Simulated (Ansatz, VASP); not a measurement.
# AgCl: VASP beside Ansatz

File INCAR:

```
PREC = Accurate
ENCUT = 520
EDIFF = 1E-6
ISMEAR = 0
SIGMA = 0.05
LREAL = F
LASPH = T
NELM = 60
ALGO = Normal
ISIF = 2
LWAVE = F
LCHARG = F
GGA = PE
NBANDS = 16
```

The input KPOINTS:

```
Automatic mesh
0
Gamma
  8 8 8
```

File POSCAR:

```
AgCl
1.0
    0.0000000000      2.6937819368      3.0305046789
    2.6937819368      0.0000000000      3.0305046789
    2.6937819368      2.6937819368      0.0000000000
Ag Cl
1 1
Direct
    0.5000000000      0.5000000000      0.5000000000
    0.0000000000      0.0000000000      0.0000000000
```

Input for Ansatz:

```yaml
crystal:
  lattice:
    - [0.0, 2.6937819368, 3.0305046789]
    - [2.6937819368, 0.0, 3.0305046789]
    - [2.6937819368, 2.6937819368, 0.0]
  atoms:
    - { symbol: Ag, position: [0.5, 0.5, 0.5] }
    - { symbol: Cl, position: [0.0, 0.0, 0.0] }
basis:
  ecutwfc: 420
kpoints:
  mp_grid: { grid: [8, 8, 8] }
hamiltonian:
  xc: pbe
scf:
  occupations: { method: gaussian, width: 0.05 }
output:
  forces: true
  stress: true
  eigenvalues: true
```

Change from the starting cell: strain -0.040 along x and y, +0.080 along z, atoms carried along.

Alike in both runs: task single point; functional PBE; k mesh 8 × 8 × 8; occupations gaussian, width 0.05 eV; no spin polarisation.

|  | VASP | Ansatz |
| --- | --- | --- |
| version | VASP 6.6.1 | Ansatz 0.2.0 |
| potentials or method | VASP PAW PBE potentials, release 64 (Ag, Cl) | scalar-relativistic, plane waves, PAW |
| plane-wave cutoff (eV) | 520 | 420 |
| valence electrons in the cell | 18 | 26 |

VASP gave:

| Property | Result |
| --- | --- |
| gap on the k mesh at the Fermi level (eV) | 0.62 |
| least direct gap on the mesh (eV) | 3.07 |
| pressure (GPa) | 1.2 |
| largest component of the traceless stress (GPa) | 1.61 |

What did Ansatz give for the same quantities?

gap on the k mesh at the Fermi level (eV): 0.62; least direct gap on the mesh (eV): 3.06; pressure (GPa): 1.3; largest component of the traceless stress (GPa): 1.66.

The two sets of potentials don't hold the same shells in valence.

A k mesh can miss the band edges.
